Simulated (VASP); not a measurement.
CdS, 2 atoms in the cell. Symmetry: I4mm, No. 107, tetragonal system. Conventional cell: a = 3.894 Å, b = 3.894 Å, c = 5.506 Å, α = 90.00°, β = 90.00°, γ = 90.00°. Cd (site symmetry 4mm) is surrounded by 6 S at 2.60 to 2.90 Å. S (site symmetry 4mm) is surrounded by 6 Cd at 2.60 to 2.90 Å. Measurements of this composition are mostly on another form, of space group No. 186. The cell isn't the ideal one: all Cd atoms moved -0.150 Å, as atom 1 along Cartesian [1 0 0].

| Quantity | Value |
| --- | --- |
| Program | VASP 6.6.1 |
| Task | single point |
| Functional | LDA |
| Potentials or basis | VASP PAW LDA potentials, release 64 (Cd, S) |
| Cutoff | 520 eV |
| k mesh | 16 × 16 × 16 |
| Occupations | gaussian, width 0.15 eV |
| Spin | no spin polarisation |
| Dipole correction | no |
| Further INCAR settings | ALGO = Fast; EDIFF = 1e-06; NBANDS = 16 |

Potentials or basis: VASP PAW LDA potentials, release 64 (Cd, S).

The run is started by

```bash
$ cat potpaw_LDA.64/Cd/POTCAR potpaw_LDA.64/S/POTCAR > POTCAR
$ mpirun -np 1 vasp_std > vasp.out
```

Hardware: 1 thread of AMD EPYC 9R45 96-Core Processor (Zen 5), on a shared host.

Task: How long does it take, and how much memory?

Result: Run time: 2.5 min on 1 thread of AMD EPYC 9R45 96-Core Processor (Zen 5) (shared host), peak memory 0.3 GiB. Counts: scf iterations 13, k points 349.
